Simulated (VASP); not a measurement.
# Mo (Im-3m) in VASP: further runs

One crystal, Mo, is run at these levels: PBE; tasks: relaxation of cell and atoms.

Program: VASP 6.6.1. These are calculated values, not measurements. Logs are shortened: lines on timing, memory, paths and dates and some standing lists are left out, and cuts for length are marked.

## 1. The crystal as given

Symmetry: Im-3m, No. 229, cubic system. Conventional cell: a = 3.147 Å, b = 3.147 Å, c = 3.147 Å, α = 90.00°, β = 90.00°, γ = 90.00°. Mo (site symmetry m-3m) is surrounded by 8 Mo at 2.73 Å.

## 2. Relaxation of cell and atoms, PBE, collinear spin, ferromagnetic start

File INCAR:

```
PREC     = Accurate       # precision mode
ENCUT    = 520            # plane-wave cutoff, eV
EDIFF    = 1E-7           # SCF threshold, eV
ISMEAR   = 0              # smearing method
SIGMA    = 0.1            # smearing width, eV
LREAL    = F              # projectors in reciprocal space
LASPH    = T              # aspherical terms in the spheres
NELM     = 100            # most SCF steps
ALGO     = Normal         # electronic algorithm
ISIF     = 3              # what is computed and relaxed
LWAVE    = F              # write WAVECAR
LCHARG   = F              # write CHGCAR
ISPIN    = 2              # spin polarisation
MAGMOM   = 1              # initial moments
LORBIT   = 11             # projections on sites
LMAXMIX  = 4              # l up to which the mixer works
GGA      = PE             # functional
IBRION   = 2              # ionic algorithm
NSW      = 80             # ionic steps
EDIFFG   = -0.002         # ionic threshold
```

File KPOINTS:

```
Automatic mesh
0
Gamma
  18 18 18
```

File POSCAR:

```
Mo
1.0
   -1.5734150000      1.5734150000      1.5734150000
    1.5734150000     -1.5734150000      1.5734150000
    1.5734150000      1.5734150000     -1.5734150000
Mo
1
Direct
    0.0000000000      0.0000000000      0.0000000000
```

Potentials or basis: VASP PAW PBE potentials, release 64 (Mo_sv).

On the command line:

```
cat potpaw_PBE.64/Mo_sv/POTCAR > POTCAR
mpirun -np 1 vasp_std > vasp.out
```

OUTCAR:

```text
PREC = Accurate
   ENCUT = 520
   EDIFF = 1E-7
   ISMEAR = 0
   LREAL = F
   LASPH = T
   NELM = 100
   ISIF = 3
   ISPIN = 2
   LORBIT = 11
   GGA = PE
   IBRION = 2
   NSW = 80
   EDIFFG = -0.002

 ion  position               nearest neighbor table
   1  0.000  0.000  0.000-

  LATTYP: Found a body centered cubic cell.
 ALAT       =     3.1468300000

  Lattice vectors:

 A1 = (  -1.5734150000,   1.5734150000,   1.5734150000)
 A2 = (   1.5734150000,  -1.5734150000,   1.5734150000)
 A3 = (   1.5734150000,   1.5734150000,  -1.5734150000)

Analysis of symmetry for initial positions (statically):
=====================================================================
 Subroutine PRICEL returns:
 Original cell was already a primitive cell.

 Routine SETGRP: Setting up the symmetry group for a
 body centered cubic supercell.

 Subroutine GETGRP returns: Found 48 space group operations
 (whereof 48 operations were pure point group operations)
 out of a pool of 48 trial point group operations.

The static configuration has the point symmetry O_h .

Analysis of symmetry for dynamics (positions and initial velocities):
=====================================================================
 Subroutine PRICEL returns:
 Original cell was already a primitive cell.

 Routine SETGRP: Setting up the symmetry group for a
 body centered cubic supercell.

 Subroutine GETGRP returns: Found 48 space group operations
 (whereof 48 operations were pure point group operations)
 out of a pool of 48 trial point group operations.

The dynamic configuration has the point symmetry O_h .

Analysis of structural, dynamic, and magnetic symmetry:
=====================================================================
 Subroutine PRICEL returns:
 Original cell was already a primitive cell.

 Routine SETGRP: Setting up the symmetry group for a
 body centered cubic supercell.

 Subroutine GETGRP returns: Found 48 space group operations
 (whereof 48 operations were pure point group operations)
 out of a pool of 48 trial point group operations.

The overall configuration has the point symmetry O_h .

 Subroutine INISYM returns: Found 48 space group operations
 (whereof 48 operations are pure point group operations),
 and found     1 'primitive' translations

----------------------------------------------------------------------------------------

                                     Primitive cell

  volume of cell :      15.5808

  direct lattice vectors                    reciprocal lattice vectors
    -1.573415000  1.573415000  1.573415000     0.000000000  0.317780115  0.317780115
     1.573415000 -1.573415000  1.573415000     0.317780115  0.000000000  0.317780115
     1.573415000  1.573415000 -1.573415000     0.317780115  0.317780115  0.000000000

  length of vectors
     2.725234721  2.725234721  2.725234721     0.449408949  0.449408949  0.449408949

  position of ions in fractional coordinates (direct lattice)
     0.000000000  0.000000000  0.000000000

  ion indices of the primitive-cell ions
   primitive index   ion index
                 1           1

----------------------------------------------------------------------------------------

 KPOINTS: Automatic mesh

Automatic generation of k-mesh.
 Grid dimensions read from file:
 generate k-points for:   18   18   18

 Generating k-lattice:

  Cartesian coordinates                     Fractional coordinates (reciprocal lattice)
     0.000000000  0.017654451  0.017654451     0.055555556  0.000000000  0.000000000
     0.017654451  0.000000000  0.017654451     0.000000000  0.055555556  0.000000000
     0.017654451  0.017654451  0.000000000     0.000000000  0.000000000  0.055555556

  Length of vectors
     0.024967164  0.024967164  0.024967164

  Shift w.r.t. Gamma in fractional coordinates (k-lattice)
     0.000000000  0.000000000  0.000000000

 Subroutine IBZKPT returns following result:
 ===========================================

 Found    195 irreducible k-points:

 Following reciprocal coordinates:
            Coordinates               Weight
  0.000000  0.000000  0.000000      1.000000
  0.055556  0.000000  0.000000     12.000000
  0.111111  0.000000  0.000000     12.000000
  0.166667  0.000000  0.000000     12.000000
  0.222222  0.000000  0.000000     12.000000
  0.277778  0.000000  0.000000     12.000000
[... 16 lines left out ...]
  0.333333  0.111111 -0.000000     48.000000
  0.388889  0.111111  0.000000     48.000000
 [... further k-points ...]
   k-points           NKPTS =    195   k-points in BZ     NKDIM =    195   number of bands    NBANDS=     12
   number of dos      NEDOS =    301   number of ions     NIONS =      1
   total plane-waves  NPLWV =   8000
   dimension x,y,z NGX =    20 NGY =   20 NGZ =   20
   dimension x,y,z NGXF=    40 NGYF=   40 NGZF=   40
   ions per type =               1
   NGX,Y,Z   is equivalent  to a cutoff of  12.20, 12.20, 12.20 a.u.
   NGXF,Y,Z  is equivalent  to a cutoff of  24.40, 24.40, 24.40 a.u.
 SYSTEM =  unknown system
   PREC   = accura    normal or accurate (medium, high low for compatibility)
   ISTART =      0    job   : 0-new  1-cont  2-samecut
   ICHARG =      2    charge: 1-file 2-atom 10-const
   ISPIN  =      2    spin polarized calculation?
   LNONCOLLINEAR =      F non collinear calculations
   LSORBIT =      F    spin-orbit coupling
   LASPH  =      T    aspherical Exc in radial PAW
   ENCUT  =  520.0 eV  38.22 Ry    6.18 a.u.   5.07  5.07  5.07*2*pi/ulx,y,z
   NELM   =    100;   NELMIN=  2; NELMDL= -5     # of ELM steps
   EDIFF  = 0.1E-06   stopping-criterion for ELM
   LREAL  =      F    real-space projection
   EDIFFG = -.2E-02   stopping-criterion for IOM
   NSW    =     80    number of steps for IOM
   IBRION =      2    ionic relax: 0-MD 1-quasi-New 2-CG
   NFREE  =      1    steps in history (QN), initial steepest desc. (CG)
   ISIF   =      3    stress and relaxation
   ISYM   =      2    0-nonsym 1-usesym 2-fastsym
   POTIM  = 0.5000    time-step for ionic-motion
   TEBEG  =    0.0;   TEEND  =   0.0 temperature during run
   PSTRESS=    0.0 pullay stress
   NELECT =      14.0000    total number of electrons
   NUPDOWN=      -1.0000    fix difference up-down
   EMIN   =  10.00;   EMAX   =-10.00  energy-range for DOS
   EFERMI =   0.00;   METHOD = LEGACY
   ISMEAR =     0;   SIGMA  =   0.10  broadening in eV -4-tet -1-fermi 0-gaus
   EFERMI_NEDOS =   21; number of points for ismear=-14 and -15
   IALGO  =     38    algorithm
   IMIX   =      4    mixing-type and parameters
     AMIX     =   0.40;   BMIX     =  1.00
     AMIX_MAG =   1.60;   BMIX_MAG =  1.00
  volume/ion in A,a.u.               =      15.58       105.14
  Fermi-wavevector in a.u.,A,eV,Ry     =   1.579747  2.985289 33.954710  2.495601
  Thomas-Fermi vector in A             =   2.680079
   LORBIT       =     11    0 simple, 1 ext, 2 COOP (PROOUT), +10 PAW based schemes
   GGA     = PE    functional components
   LHFCALC =     F    Hartree Fock is set to
   AEXX    =    0.0000 exact exchange contribution
   IVDW    =     0    specifies the selected vdW correction
   LEPSILON=     F    determine dielectric tensor
   LRPA    =     F    only Hartree local field effects (RPA)
 conjugate gradient relaxation of ions
 spin polarized calculation
 Gauss-broadening in eV      SIGMA  =   0.10
  energy-cutoff  :      520.00
  volume of cell :       15.58
 maximum number of plane-waves:       432
   NGX = 11   NGY = 11   NGZ = 11

--------------------------------------- Ionic step        1  -------------------------------------------

 number of electron      14.0000001 magnetization      -0.0000850

 number of electron      14.0000001 magnetization       0.0000046

 Free energy of the ion-electron system (eV)
  ---------------------------------------------------
  ext. energy  EPLUGINS =         0.00000000
  ---------------------------------------------------
  free energy    TOTEN  =       -10.93204055 eV

  energy without entropy =      -10.92954823  energy(sigma->0) =      -10.93079439

------------------------ aborting loop because EDIFF is reached ----------------------------------------

  FORCE on cell =-STRESS in cart. coord.  units (eV):
  Direction    XX          YY          ZZ          XY          YZ          ZX
  --------------------------------------------------------------------------------------
  -------------------------------------------------------------------------------------
  Total        0.3883115      0.3883115      0.3883115      0.0000000      0.0000000     -0.0000000
  in kB       39.9301518     39.9301518     39.9301518      0.0000000      0.0000000     -0.0000000
  external PRESSURE =      39.9301518 kB  Pullay stress =       0.0000000 kB
[... 96 lines left out ...]
--------------------------------------- Ionic step        4  -------------------------------------------

 number of electron      14.0000004 magnetization      -0.0000004

 number of electron      14.0000004 magnetization       0.0000002

 Free energy of the ion-electron system (eV)
  ---------------------------------------------------
  ext. energy  EPLUGINS =         0.00000000
  ---------------------------------------------------
  free energy    TOTEN  =       -10.93490950 eV

  energy without entropy =      -10.93223375  energy(sigma->0) =      -10.93357163

 E-fermi :  12.4250     XC(G=0): -13.3253

 val. band max:       12.4033641052   @ k =   0.3889   0.1111   0.0000
 cond. band min:      12.4293377324   @ k =  -0.3889   0.4444   0.2778
 fundamental gap:      0.0259736271
 Fermi energy:        12.4250189946

 spin component 1

 k-point     1 :       0.0000    0.0000    0.0000
  band No.  band energies     occupation
      1     -48.8718      1.00000
      2     -22.1643      1.00000
      3     -22.1643      1.00000
      4     -22.1643      1.00000
      5       5.2106      1.00000
      6      11.0660      1.00000
      7      11.0660      1.00000
      8      11.0660      1.00000
      9      14.0490      0.00000
     10      14.0490      0.00000
     11      27.2222      0.00000
     12      27.2222      0.00000
[... 331 lines left out ...]
 k-point    24 :       0.3889    0.1111    0.0000
  band No.  band energies     occupation
      1     -48.6191      1.00000
      2     -23.4301      1.00000
      3     -22.6326      1.00000
      4     -22.2335      1.00000
      5       7.5601      1.00000
      6       9.2151      1.00000
      7      12.4034      0.62029
      8      13.9487      0.00000
      9      15.0637      0.00000
     10      17.7131      0.00000
     11      23.9660      0.00000
     12      25.1437      0.00000

 [... further k-points ...]

 spin component 2

 k-point     1 :       0.0000    0.0000    0.0000
  band No.  band energies     occupation
      1     -48.8718      1.00000
      2     -22.1643      1.00000
      3     -22.1643      1.00000
      4     -22.1643      1.00000
      5       5.2106      1.00000
      6      11.0660      1.00000
      7      11.0660      1.00000
      8      11.0660      1.00000
      9      14.0490      0.00000
     10      14.0490      0.00000
     11      27.2222      0.00000
     12      27.2222      0.00000
[... 373 lines left out ...]
  FREE ENERGIE OF THE ION-ELECTRON SYSTEM (eV)
  ---------------------------------------------------
  free  energy   TOTEN  =       -10.9349095010 eV

  energy  without entropy=      -10.9322337522  energy(sigma->0) =      -10.93357163

 reached required accuracy - stopping structural energy minimisation

 total charge

# of ion       s       p       d       tot
------------------------------------------
    1        2.378   6.201   3.895  12.474

 magnetization (x)

# of ion       s       p       d       tot
------------------------------------------
    1        0.000   0.000  -0.000  -0.000
```

Wall time 2.7 min (1 thread of Intel Xeon Platinum 8375C at 2.90GHz (Ice Lake), shared host); peak memory 0.18 GiB.

Results:

| Item | Value |
| --- | --- |
| Free energy | -10.9349 eV |
| Relaxed volume | 15.81 Å³/atom |
| Relaxed cell | a = 2.739 Å, b = 2.739 Å, c = 2.739 Å, α = 109.47°, β = 109.47°, γ = 109.47° |
| Space group after relaxing (to 0.05 Å) | Im-3m (No. 229) |
| Energy gained by relaxing | 2.9 meV/atom |
| Ionic steps | 4 |
| Pressure after relaxing | 0.0 GPa |
| Band gap on the k mesh | none (metal or under the smearing width) |
| Net moment | 0.00 μB per cell |
| Valence electrons inside the program's atomic spheres | Mo 12.47 |

The path:
| step | energy change (eV) | largest force (eV/Å) | pressure (GPa) | volume (Å³) |
| --- | --- | --- | --- | --- |
| 1 | 0.0000 | 0.0000 | 3.99 | 15.58 |
| 2 | 0.0177 | 0.0000 | -9.68 | 16.47 |
| 3 | -0.0029 | 0.0000 | -0.06 | 15.82 |
| 4 | -0.0029 | 0.0000 | 0.02 | 15.81 |

Final structure:
```yaml
crystal:
  lattice:
    - [-1.58122, 1.58122, 1.58122]
    - [1.58122, -1.58122, 1.58122]
    - [1.58122, 1.58122, -1.58122]
  atoms:
    - { symbol: Mo, position: [0.00000, 0.00000, 0.00000] }
```

Levels at points of the mesh, in eV from the Fermi level:
Spin up:
| k point | band 5 | band 6 | band 7 | band 8 | band 9 | band 10 |
| --- | --- | --- | --- | --- | --- | --- |
| (0.00, 0.00, 0.00) | -7.21 | -1.36 | -1.36 | -1.36 | 1.62 | 1.62 |
| (0.50, 0.00, 0.00) | -5.27 | -3.36 | 1.57 | 1.65 | 2.27 | 4.65 |
| (0.50, 0.50, 0.50) | -5.37 | -5.37 | 3.90 | 3.90 | 3.90 | 8.96 |
Spin down:
```tsv
k point	band 5	band 6	band 7	band 8	band 9	band 10
(0.00, 0.00, 0.00)	-7.21	-1.36	-1.36	-1.36	1.62	1.62
(0.50, 0.00, 0.00)	-5.27	-3.36	1.57	1.65	2.27	4.65
(0.50, 0.50, 0.50)	-5.37	-5.37	3.90	3.90	3.90	8.96
```

PBE usually gives volumes a little too large and moduli too small. Zero-point motion and thermal expansion aren't in these numbers.

[end of part 1 of 2]
